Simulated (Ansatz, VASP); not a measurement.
SnSe: VASP beside Ansatz

File INCAR:

```
PREC = Accurate
ENCUT = 520
EDIFF = 1E-7
ISMEAR = 0
SIGMA = 0.1
LREAL = False
LASPH = True
NELM = 60
ALGO = Normal
ISIF = 2
LWAVE = False
LCHARG = False
GGA = PS
NBANDS = 28
```

File KPOINTS:

```
Automatic mesh
0
Gamma
  6 6 2
```

POSCAR

```
SnSe
1.0
    4.2853270000      0.0000000000      0.0000000000
    0.0000000000      4.2853270000      0.0000000000
    0.0000000000      0.0000000000     10.9906920000
Sn Se
2 2
Direct
    0.5000000000      0.0000000000      0.3722290000
    1.0000000000      0.5000000000      0.6277710000
    0.5000000000      0.0000000000      0.6160390000
    1.0000000000      0.5000000000      0.3839610000
```

Input for Ansatz:

```yaml
crystal:
  lattice:
    a: 4.285327
    b: 4.285327
    c: 10.990692
    alpha: 90.0
    beta: 90.0
    gamma: 90.0
  space_group: 129
  setting:
    hermann_mauguin: P4/nmm
    origin_choice: 1
  atoms:
    - { symbol: Sn, position: [0.5, 0.0, 0.372229] }
    - { symbol: Se, position: [0.5, 0.0, 0.616039] }
kpoints:
  mp_grid:
    grid: [6, 6, 2]
    shift: [0.0, 0.0, 0.0]
hamiltonian:
  xc: pbesol
  pseudopotentials:
    kind: paw
scf:
  occupations:
    method: gaussian
output:
  forces: true
  stress: true
```

Alike in both runs: task single point; functional PBEsol; k mesh 6 × 6 × 2; no spin polarisation.

|  | VASP | Ansatz |
| --- | --- | --- |
| version | VASP 6.6.1 | Ansatz 0.2.0 |
| potentials or method | VASP PAW PBE potentials, release 64 (Sn_d, Se) | plane waves, PAW |
| plane-wave cutoff (eV) | 520 | 420 |
| occupations | gaussian, width 0.1 eV | gaussian |
| valence electrons in the cell | 40 | 60 |

|  | VASP | Ansatz | Ansatz less VASP |
| --- | --- | --- | --- |
| rms of the force components (eV/Å) | 0.054 | 0.054 | +0.0008 |

Atom by atom the forces differ by 0.009 eV/Å (rms over components). The two sets of potentials don't hold the same shells in valence.

Caveats: the PAW data sets were made with another functional, which shifts forces and pressure a little (VASP).
